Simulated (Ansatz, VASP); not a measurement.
Two plane-wave programs on Ni

The input INCAR:

```
SYSTEM = Ni
ALGO = Normal ; EDIFF = 1E-6
ENCUT = 520 ; GGA = PE
ISIF = 2 ; ISMEAR = 0
ISPIN = 2 ; LASPH = .TRUE.
LCHARG = .TRUE. ; LELF = .TRUE.
LMAXMIX = 4 ; LORBIT = 11
LREAL = .FALSE. ; LVHAR = .TRUE.
LWAVE = .FALSE. ; MAGMOM = 0.8 -0.8
NBANDS = 21 ; NELM = 150
PREC = Accurate ; SIGMA = 0.05
```

Contents of KPOINTS:

```
k-points
0
G
  20 20 10
  0 0 0
```

File POSCAR:

```
Ni
1.0
    0.0000000000      2.8010768270      0.0000000000
    2.8010768270      0.0000000000      0.0000000000
    2.8010768270      2.8010768270     -2.8010768270
Ni
2
Direct
    0.0000000000      0.0000000000      0.0000000000
    0.0000000000      0.0000000000      0.5000000000
```

Input for Ansatz:

```yaml
crystal:
  lattice:
    - [0.0, 2.801076827, 0.0]
    - [2.801076827, 0.0, 0.0]
    - [2.801076827, 2.801076827, -2.801076827]
  atoms:
    - { symbol: Ni, position: [0.0, 0.0, 0.0], spin: 0.8 }
    - { symbol: Ni, position: [0.0, 0.0, 0.5], spin: -0.8 }
basis:
  ecutwfc: 600
  ecutrho_ratio: 5
kpoints:
  mp_grid: { grid: [20, 20, 10] }
hamiltonian:
  xc: pbe
scf:
  occupations: { method: gaussian, width: 0.05 }
output:
  forces: true
  stress: true
  eigenvalues: true
  populations: true
magnetization:
  spin_polarized: true
```

Alike in both runs: task single point; functional PBE; k mesh 20 × 20 × 10; occupations gaussian, width 0.05 eV; collinear spin.

|  | VASP | Ansatz |
| --- | --- | --- |
| version | VASP 6.6.1 | Ansatz 0.2.0 |
| potentials or method | VASP PAW PBE potentials, release 64 (Ni) | scalar-relativistic, plane waves, PAW |
| plane-wave cutoff (eV) | 520 | 600 |
| valence electrons in the cell | 20 | 36 |

|  | VASP | Ansatz | Ansatz less VASP |
| --- | --- | --- | --- |
| pressure (GPa) | -1.9 | 0.0 | +1.93 |
| net moment per atom (μB) | 0.00 | 0.58 | +0.583 |
| size of the moment on the site where the two differ most (μB) | 0.00 | 0.61 | +0.614 |

The net moments differ so much that the two runs ended in different magnetic states, which moves the other rows too. Site moments also hang on the region over which each program counts them. The two sets of potentials don't hold the same shells in valence. Ansatz warned: «negative_dielectric_reading».
